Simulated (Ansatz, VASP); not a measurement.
C: VASP beside Ansatz

POSCAR

```
C
1.0
    2.4561701600      0.0000000000      0.0000000000
   -1.2280850800      2.1271057600      0.0000000000
    0.0000000000      0.0000000000     22.5238033600
C
4
Direct
    0.3333333300      0.6666666700      0.3107823261
    0.6666666700      0.3333333300      0.3107823261
    0.3333333300      0.6666666700      0.6892176739
    0.6666666700      0.3333333300      0.6892176739
```

The input INCAR.step1:

```
PREC = Accurate
ENCUT = 520
ISMEAR = 1
SIGMA = 0.01
LREAL = F
LASPH = T
NELM = 100
LDIPOL = T
IDIPOL = 3
DIPOL = 0.5 0.5 0.500
NBANDS = 16
GGA = PE
ALGO = Normal
EDIFF = 1E-4
LWAVE = T
LCHARG = F
```

File INCAR.step2:

```
PREC = Accurate
ENCUT = 520
EDIFF = 1E-6
ISMEAR = 1
SIGMA = 0.01
LREAL = F
LASPH = T
NELM = 100
ALGO = Normal
ISIF = 2
LWAVE = F
LCHARG = T
LDIPOL = T
IDIPOL = 3
DIPOL = 0.5 0.5 0.500
METAGGA = R2SCAN
LMIXTAU = T
LELF = T
LVHAR = T
LVACPOTAV = T
NBANDS = 16
ISTART = 1
```

File KPOINTS:

```
Automatic mesh
0
Gamma
  8 8 1
```

Input for Ansatz:

```yaml
crystal:
  lattice:
    - [2.45617016, 0.0, 0.0]
    - [-1.22808508, 2.12710576, 0.0]
    - [0.0, -0.0, 22.523803360000002]
  atoms:
    - { symbol: C, position: [0.3333333299999998, 0.66666667, 0.3107823260627152] }
    - { symbol: C, position: [0.6666666699999997, 0.33333333, 0.3107823260627152] }
    - { symbol: C, position: [0.3333333299999998, 0.66666667, 0.6892176739372848] }
    - { symbol: C, position: [0.6666666699999997, 0.33333333, 0.6892176739372848] }
basis:
  ecutwfc: 550.0
  ecutrho_ratio: 4
kpoints:
  mp_grid:
    grid: [8, 8, 1]
hamiltonian:
  xc: r2scan
efield:
  axis: 3
  dipole_correction: true
scf:
  occupations:
    method: cold
    width: 0.01
output:
  write_potential: true
  forces: true
```

The slab is cut from a database's or a generator's crystal, which needn't be the stable form of the element.

Alike in both runs: task single point; functional r2SCAN; k mesh 8 × 8 × 1; no spin polarisation.

```csv
,VASP,Ansatz
version,VASP 6.6.1,Ansatz 0.2.0
potentials or method,"VASP PAW PBE potentials, release 64 (C)","plane waves, PAW"
plane-wave cutoff (eV),520,550
occupations,"methfessel-paxton of order 1, width 0.01 eV","cold, width 0.01 eV"
valence electrons in the cell,16,16
```

|  | VASP | Ansatz | Ansatz less VASP |
| --- | --- | --- | --- |
| gap on the k mesh at the Fermi level (eV) | 2.12 | 2.12 | 0.000 |

Ansatz warned: «xc_potential_rough_in_thin_density».
